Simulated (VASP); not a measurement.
Crystal: GaS.

```xyz
8
Lattice="3.5882 0.0000 0.0000 -1.7941 3.1075 0.0000 0.0000 0.0000 15.4228" Properties=species:S:1:pos:R:3 pbc="T T T"
Ga    0.0000    2.0717    2.6315
Ga    1.7941    1.0358   10.3429
Ga    0.0000    2.0717    5.0799
Ga    1.7941    1.0358   12.7913
S     0.0000    2.0717    9.2531
S     1.7941    1.0358    1.5417
S     0.0000    2.0717   13.8811
S     1.7941    1.0358    6.1697
```

Base run:

- Program: VASP 6.6.1
- Functional: PBE-EpsX
- Potentials or basis: VASP PAW PBE potentials, release 64 (Ga_d, S)
- Cutoff: 520 eV
- k mesh: 6 × 6 × 1
- Occupations: gaussian, width 0.03 eV
- Spin: no spin polarisation

Its results: band gap on the k mesh 2.43 eV, indirect (least direct gap 2.70 eV); pressure 0.8 GPa; largest force 0.220 eV/Å.

Q: After a change of settings the same cell gave: band gap on the k mesh 2.28 eV, indirect (least direct gap 2.69 eV); pressure 0.2 GPa; largest force 0.333 eV/Å. Which change was it?
A. functional from PBE-EpsX to HSE06
B. functional from PBE-EpsX to PBE0
C. functional from PBE-EpsX to PBE; further incar settings from ALGO = Normal; EDIFF = 1e-06; NBANDS = 48 to ALGO = Fast; EDIFF = 1e-06; NBANDS = 48

A: A.

Caveats: the PAW data sets were made with another functional, which shifts forces and pressure a little; this functional lacks dispersion, which binds the layers, so the pressure and a relaxed spacing across them are unreliable (some runs).
